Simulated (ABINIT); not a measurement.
The system is Ag.

```
Ag
1.0
     0.00000    2.04275    2.04275
     2.04275    0.00000    2.04275
     2.04275    2.04275    0.00000
Ag
1
Cartesian
  0.0000 0.0000 0.0000
```

Base run:

| Property | Result |
| --- | --- |
| Program | ABINIT 10.8.3 (patched build) |
| Functional | revPBE |
| Potentials or basis | PseudoDojo NC SR PBE v0.4.1 standard |
| Cutoff | 1116 eV |
| k mesh | 11 × 11 × 11 |
| Occupations | fermi-dirac, width 0.05 eV |
| Spin | no spin polarisation |

Its results: band gap on the k mesh none (metal or under the smearing width); pressure 7.1 GPa.

Question: After a change of settings the same cell gave: band gap on the k mesh none (metal or under the smearing width); pressure -6.8 GPa. Which change was it?
A. functional from revPBE to BLYP; potentials or basis from PseudoDojo NC SR PBE v0.4.1 standard to JTH PAW PBE v2.0; cutoff from 1116 eV to 463 eV; valence electrons from 19 to 11
B. functional from revPBE to r2SCAN; potentials or basis from PseudoDojo NC SR PBE v0.4.1 standard to JTH PAW PBE v2.0; cutoff from 1116 eV to 544 eV; valence electrons from 19 to 11
C. functional from revPBE to BP86; potentials or basis from PseudoDojo NC SR PBE v0.4.1 standard to JTH PAW PBE v2.0; cutoff from 1116 eV to 463 eV; valence electrons from 19 to 11
D. functional from revPBE to HLE16

Answer: D.

Caveats: the potentials were made for another functional, which shifts forces and pressure; the potentials were made for a functional far from this one (some runs).
